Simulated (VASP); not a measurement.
**HgTe (strained zincblende), r²SCAN single-point calculation: Ansatz's output and VASP's**

```
Hg Te
1.0
     0.00000    3.42072    3.42072
     3.42072    0.00000    3.42072
     3.42072    3.42072    0.00000
Hg Te
1 1
Direct
  0.00000 0.00000 0.00000
  0.25000 0.25000 0.25000
```

Ansatz printed

```
SCF 1 converged in 6 iterations: F = -20822.923535 eV  dr2 = 5.15e-8
  greatest PAW one-centre occupation: 1.001 electrons in one spin orbital (limit 2), on the Hg atom at site 0 (counted from 0), in its partial waves of l = 0
NSCF: frozen V_eff on 6 k-points
SCF converged after 6 iterations
Free energy (F): -20822.923535 eV
Harris-Foulkes:  -20822.923535 eV  (|F-HF|=2.90e-9)
Internal energy: -20822.923181 eV  (E = F + TS)
E sigma→0 (E₀):  -20822.923358 eV
Entropy (-TS):   -0.000354 eV (-0.177 meV/atom)
Fermi energy:    5.993565 eV
--- Per-component energies (eV) ---
  E_band       = -875.698042
  E_kinetic    = 780.463429
  E_local      = -5169.800230  (includes V_loc(G=0)·N_el)
  E_nonlocal   = -235.558391
  E_hartree    = 2486.425677
  E_xc         = -321.042337
  E_vxc        = -398.574567  (∫ρ·V_xc dr)
  E_paw        = -14658.203949  (= ΣΔE_a)
  E_vpaw       = -852.096920  (= ΣTr[D̂ρ^β])
  E_aug_tail   = 0.000341  (compensation charges beyond the density's cutoff)
  E_vtau       = 27.029513  (kinetic-family band-sum trace: ∫τ·v_τ [+ j·A + Jᵃ·Aᵃ] dr)
  E_ewald      = -3705.343647
  E_core_change = 0.135928  (= ΣΔE_core)
  E_smearing   = -0.000354  (= −TS)
  E_closure    = -0.000000  (closes the sum)
  Σ components = -20822.923535   (vs F -20822.923535, Δ=0.00e0)
--- Forces (eV/Å), atoms counted from 1 ---
  atom   1  Hg     0.00000000     0.00000000     0.00000000
  atom   2  Te    -0.00000000     0.00000000     0.00000000
  max |Σ_I F_I| component: 1.23e-16 eV/Å
--- Stress (GPa, compression-positive) ---
       -3.500247       0.000000      -0.000000
       -0.000000      -3.500247       0.000000
       -0.000000       0.000000      -3.500247
  P = ⅓ Tr σ = -3.5002 GPa (-35.002 kbar)
--- Band table (eV; the first three rows and the last of 16) ---
  k-point 0: bands = ["-110.6511", "-58.4971", "-58.4971", "-58.4971", "-31.1112", "-31.1112", "-31.1112", "-31.1062", "-31.1062", "-5.3073", "-0.8161", "-0.8161", "-0.8161", "-0.4439", "-0.4439", "5.1680", "5.9797", "5.9797", "5.9797", "10.8406", "10.8406", "10.8406"]
  k-point 1: bands = ["-110.6511", "-58.4971", "-58.4971", "-58.4971", "-31.1112", "-31.1111", "-31.1111", "-31.1062", "-31.1062", "-5.2115", "-0.7908", "-0.7908", "-0.7532", "-0.4450", "-0.4450", "3.8236", "5.7782", "5.7782", "6.7867", "10.6859", "11.1401", "11.1401"]
  k-point 2: bands = ["-110.6511", "-58.4972", "-58.4971", "-58.4971", "-31.1113", "-31.1111", "-31.1111", "-31.1062", "-31.1062", "-5.0092", "-0.7461", "-0.7461", "-0.5075", "-0.4390", "-0.4390", "2.2274", "5.4256", "5.4256", "6.9589", "11.4835", "11.4835", "11.8303"]
  k-point 15: bands = ["-110.6511", "-58.4972", "-58.4971", "-58.4971", "-31.1114", "-31.1111", "-31.1109", "-31.1062", "-31.1060", "-4.7637", "-0.6406", "-0.6220", "-0.5146", "-0.4283", "-0.0613", "1.3100", "4.0984", "4.1111", "8.6530", "10.1431", "12.6611", "12.9735"]
```

Datasets and cutoffs are each program's own. VASP's cell holds 18 valence electrons and Ansatz's 36. Ansatz's stress includes a Pulay correction; VASP's doesn't.

Problem. What does VASP give for the same cell and level of theory?

Solution. gap between bands v and c 0.00 eV; least direct gap 0.00 eV; pressure -3.5 GPa.

From OUTCAR

```
k-points           NKPTS =     16   k-points in BZ     NKDIM =     16   number of bands    NBANDS=     16

   NELECT =      18.0000    total number of electrons

   dimension x,y,z NGX =    36 NGY =   36 NGZ =   36
   dimension x,y,z NGXF=    72 NGYF=   72 NGZF=   72

  energy-cutoff  :      520.00
  volume of cell :       80.05
      direct lattice vectors                 reciprocal lattice vectors
     0.000000000  3.420724202  3.420724202    -0.146167879  0.146167879  0.146167879
     3.420724202  0.000000000  3.420724202     0.146167879 -0.146167879  0.146167879
     3.420724202  3.420724202  0.000000000     0.146167879  0.146167879 -0.146167879

 k-points in reciprocal lattice and weights: KPOINTS created by Atomic Simulation Env
   0.00000000  0.00000000  0.00000000       0.005
   0.16666667  0.00000000  0.00000000       0.037
   0.33333333  0.00000000  0.00000000       0.037
   0.50000000  0.00000000  0.00000000       0.019
   0.16666667  0.16666667  0.00000000       0.028
   0.33333333  0.16666667  0.00000000       0.111
   0.50000000  0.16666667  0.00000000       0.111
  -0.33333333  0.16666667  0.00000000       0.111
   ...

 E-fermi :   1.2346

 k-point     1 :       0.0000    0.0000    0.0000
  band No.  band energies     occupation
      1     -10.0767      2.00000
      2      -5.5571      2.00000
      3      -5.5571      2.00000
      4      -5.5571      2.00000
      5      -5.1805      2.00000
      6      -5.1805      2.00000
      7       0.3909      2.00000
      8       1.2208      1.33356
      9       1.2208      1.33355
     10       1.2208      1.33355
     11       6.0663      0.00000
     12       6.0663      0.00000
     13       6.0663      0.00000
     14       7.9763      0.00000
     15      11.0195      0.00000
     16      11.0195      0.00000

 k-point     2 :       0.1667    0.0000    0.0000
  band No.  band energies     occupation
      1      -9.9809      2.00000
      2      -5.5317      2.00000
      3      -5.5317      2.00000
      4      -5.4948      2.00000
      5      -5.1816      2.00000
      6      -5.1816      2.00000
      7      -0.9473      2.00000
      8       1.0185      1.99996
      9       1.0185      1.99996
     10       2.0202      0.00000
     11       5.9216      0.00000
     12       6.3659      0.00000
     13       6.3659      0.00000
     14       9.2414      0.00000
     15      10.1926      0.00000
     16      10.1926      0.00000

 k-point     3 :       0.3333    0.0000    0.0000
  band No.  band energies     occupation
      1      -9.7787      2.00000
      2      -5.4866      2.00000
      3      -5.4866      2.00000
      4      -5.2497      2.00000
      5      -5.1756      2.00000
      6      -5.1756      2.00000
      7      -2.5429      2.00000
      8       0.6651      2.00000
      9       0.6651      2.00000
     10       2.1892      0.00000
     11       6.7077      0.00000
     12       6.7077      0.00000
     13       7.0748      0.00000
     14       9.2511      0.00000
     15      10.4492      0.00000
     16      10.4492      0.00000

 k-point     4 :       0.5000    0.0000    0.0000
  band No.  band energies     occupation
      1      -9.6720      2.00000
      2      -5.4682      2.00000
      3      -5.4682      2.00000
      4      -5.1671      2.00000
      5      -5.1671      2.00000
      6      -4.9653      2.00000
      7      -3.3650      2.00000
      8       0.5061      2.00000
      9       0.5061      2.00000
     10       2.1278      0.00000
     11       6.7425      0.00000
     12       6.7425      0.00000
     13       8.1451      0.00000
     14       9.2732      0.00000
     15      11.5387      0.00000
     16      11.5387      0.00000

 k-point     5 :       0.1667    0.1667    0.0000
  band No.  band energies     occupation
      1      -9.9487      2.00000
      2      -5.5112      2.00000
      3      -5.5055      2.00000
      4      -5.5055      2.00000
      5      -5.1939      2.00000
      6      -5.1700      2.00000
      7      -1.0622      2.00000
      8       0.7036      2.00000
      9       0.7036      2.00000
     10       2.5797      0.00000
     11       5.1666      0.00000
     12       6.8677      0.00000
     13       6.8677      0.00000
     14       8.9316      0.00000
     15       9.8183      0.00000
     16      11.1884      0.00000

 k-point     6 :       0.3333    0.1667    0.0000
  band No.  band energies     occupation
      1      -9.7805      2.00000
      2      -5.4777      2.00000
      3      -5.4544      2.00000
      4      -5.3458      2.00000
      5      -5.1789      2.00000
      6      -5.1617      2.00000
      7      -2.2297      2.00000
      8       0.1990      2.00000
      9       0.3271      2.00000
     10       3.0280      0.00000
     11       5.3995      0.00000
     12       7.1642      0.00000
     13       7.4236      0.00000
     14       9.2045      0.00000
     15      10.8500      0.00000
     16      11.2330      0.00000

 ...

  Total       -1.7331677     -1.7331677     -1.7331677     -0.0000000      0.0000000      0.0000000
  in kB      -34.6870204    -34.6870204    -34.6870204     -0.0000000      0.0000000      0.0000000
  external PRESSURE =     -34.6870204 kB  Pullay stress =       0.0000000 kB

 POSITION                                       TOTAL-FORCE (eV/Angst)
 -----------------------------------------------------------------------------------
      0.00000      0.00000      0.00000         0.000000      0.000000      0.000000
      1.71036      1.71036      1.71036        -0.000000     -0.000000     -0.000000
 -----------------------------------------------------------------------------------
    total drift:                               -0.000001     -0.000001     -0.000001

  FREE ENERGIE OF THE ION-ELECTRON SYSTEM (eV)
  ---------------------------------------------------
  free  energy   TOTEN  =       -75.0478217257 eV

  energy  without entropy=      -75.0474674374  energy(sigma->0) =      -75.04764458
```
